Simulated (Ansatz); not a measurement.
Computed with Ansatz on PBE0-D4/def2-TZVP structures; ΔE is electronic, products minus reactants. CCSD(T)/CBS adds triple-zeta CCSD(T) − MP2 to the extrapolated MP2 energy (def2 sets, frozen cores). This one scheme is used for every species. DFT in def2-TZVPP. Each species was taken in one conformer, which may not be the lowest.

`C[SiH2]C(F)BF` + `OCCO` → `OCCBF` + `C[SiH2]C(O)F`  (formal exchange of groups at a B–C bond)

`C[SiH2]C(F)BF`:

Z-matrix (Å, degrees):
```
C
Si 1 1.866
H 1 1.092 2 111.1
H 1 1.093 2 110.2 3 119.6
H 1 1.092 2 111.2 3 -120.5
C 2 1.919 1 110.3 3 60.6
H 2 1.488 1 111.0 3 -179.1
H 2 1.486 1 111.8 3 -57.5
B 6 1.552 2 111.7 1 68.4
F 6 1.399 2 108.1 1 -168.0
H 6 1.100 2 105.8 1 -52.2
F 9 1.328 6 118.2 2 -66.5
H 9 1.197 6 123.6 2 111.0
```

`OCCO`:

Z-matrix (Å, degrees):
```
C
C 1 1.511
O 1 1.405 2 111.3
H 1 1.094 2 110.1 3 119.3
H 1 1.103 2 109.4 3 -123.0
O 2 1.418 1 110.8 3 56.7
H 2 1.092 1 109.7 3 -59.7
H 2 1.098 1 110.6 3 -179.0
H 3 0.964 1 106.3 2 -41.9
H 6 0.961 2 108.4 1 72.1
```

`OCCBF`:

Cartesian coordinates in Å:
```
O -0.982 -0.523 -1.456
C 0.331 -0.189 -1.059
C 0.545 -0.338 0.440
B -0.346 0.543 1.362
F -1.256 1.358 0.828
H -1.573 0.162 -1.134
H 0.989 -0.866 -1.607
H 0.586 0.832 -1.376
H 1.595 -0.144 0.704
H 0.385 -1.385 0.738
H -0.273 0.549 2.559
```

`C[SiH2]C(O)F`:

Z-matrix (Å, degrees):
```
C
Si 1 1.863
H 1 1.092 2 110.2
H 1 1.092 2 110.2 3 119.5
H 1 1.092 2 111.1 3 -120.2
C 2 1.914 1 109.4 3 -59.9
H 2 1.488 1 112.1 3 -178.9
H 2 1.487 1 112.1 3 58.6
F 6 1.402 2 108.5 1 63.0
O 6 1.379 2 108.9 1 -56.3
H 6 1.099 2 113.2 1 178.9
H 10 0.963 6 109.6 2 -171.6
```

```tsv
level	ΔE (kJ/mol)
PBE0-D4	-26.1
B2PLYP	-27.5
MP2/def2-TZVPP	-28.9
HF/CBS(def2)	-28.5
```

Q: What does CCSD(T)/CBS give? (An estimate is asked.)

A: Computed: -27.1 kJ/mol. The listed levels differ from it by 1.0, -0.4, -1.8, -1.4 kJ/mol.

Largest T1 diagnostic among the species: 0.012.

CCSD(T)/CBS has its own doubt, a few kJ/mol and more with outer-core shells, so smaller differences from it don't rank the levels.
